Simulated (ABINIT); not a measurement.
Runs of ABINIT 10.8.3 (patched build) on Al. Symmetry: Fm-3m, No. 225, cubic system. Conventional cell: a = 4.050 Å, b = 4.050 Å, c = 4.050 Å, α = 90.00°, β = 90.00°, γ = 90.00°. Al (site symmetry m-3m) has 12 Al at 2.86 Å as nearest neighbours. 

| task | level | potentials or basis | cell | k mesh | cutoff (eV) | smearing | fine-grid cutoff | stop of the response cycle (tolvrs) | q points | q points (reduced) | bands in the sums | gap on the mesh (eV) | pressure (GPa) |
| --- | --- | --- | --- | --- | --- | --- | --- | --- | --- | --- | --- | --- | --- |
| positron lifetime | PBEsol | JTH PAW PBE v2.0 | as given | 8 × 8 × 8 | 299 | cold (ABINIT) 0.2 eV | 598.65 eV | - | - | - | - | none | -1.7 |
| positron lifetime | LDA | JTH PAW LDA v2.0 | as given | 8 × 8 × 8 | 408 | cold (ABINIT) 0.1 eV | 816.342 eV | - | - | - | - | none | (a) |
| phonons at a zone-boundary q | PBE | PseudoDojo NC SR PBE v0.4.1 standard | as given | 10 × 10 × 10 | 435 | cold (ABINIT) 0.1 eV | - | 1e-08 | ["L"] | [[0.5, 0.5, 0.5]] | - | none | -1.1 |
| optical spectrum | PBE | PseudoDojo NC SR PBE v0.5 stringent | as given | 12 × 12 × 12, with 4 shifts | 435 | cold (ABINIT) 0.2 eV | - | - | - | - | 8 | - | -1.0 |
| positron lifetime | PBEsol | JTH PAW PBE v2.0 | as given | 8 × 8 × 8 | 408 | fermi-dirac 0.1 eV | 816.342 eV | - | - | - | - | none | -1.7 |
| phonons at a zone-boundary q | LDA | PseudoDojo NC SR LDA v0.4.1 standard | as given | 12 × 12 × 12 | 435 | gaussian 0.2 eV | - | 1e-09 | ["L"] | [[0.5, 0.5, 0.5]] | - | none | -4.0 |
| relaxation of cell and atoms | PBEsol | JTH PAW PBE v2.0 | relaxed | 8 × 8 × 8 | 408 | fermi-dirac 0.05 eV | 816.342 eV | - | - | - | - | none | 0.0 |
| positron lifetime | PBE | JTH PAW PBE v2.0 | as given | 8 × 8 × 8 | 299 | cold (ABINIT) 0.2 eV | 598.65 eV | - | - | - | - | none | -0.5 |
| single point | PBEsol | PseudoDojo NC SR PBEsol v0.4.1 standard | as given | 8 × 8 × 8 | 435 | fermi-dirac 0.05 eV | - | - | - | - | - | none | -2.3 |
| single point | PBE | Ansatz NC PBE | as given | 8 × 8 × 8 | 408 | fermi-dirac 0.05 eV | - | - | - | - | - | none | -0.5 |
| single point | PBE | PseudoDojo NC SR PBE v0.5 stringent | as given | 8 × 8 × 8 | 435 | fermi-dirac 0.05 eV | - | - | - | - | - | none | (b) |
| optical spectrum | PBE | Ansatz NC PBE | as given | 12 × 12 × 12, with 4 shifts | 408 | methfessel-paxton 0.1 eV | - | - | - | - | 14 | - | -0.5 |

Alike in all rows: no spin polarisation.

Question: Fill in the values left out.

Answer: (a) -3.9; (b) -0.9.

Caveats: the PAW basis is incomplete for the positron (some runs); the PAW data sets were made with another functional, which shifts forces and pressure a little (some runs); the intraband (Drude) term is left out (some runs); spectra need much finer meshes, so this one isn't converged (some runs); the mesh is coarse for a metal's response (some runs).

A k mesh can miss the band edges.

A gap of «none» marks a metal or a gap under the smearing width.

Not every run made on this cell is shown here.
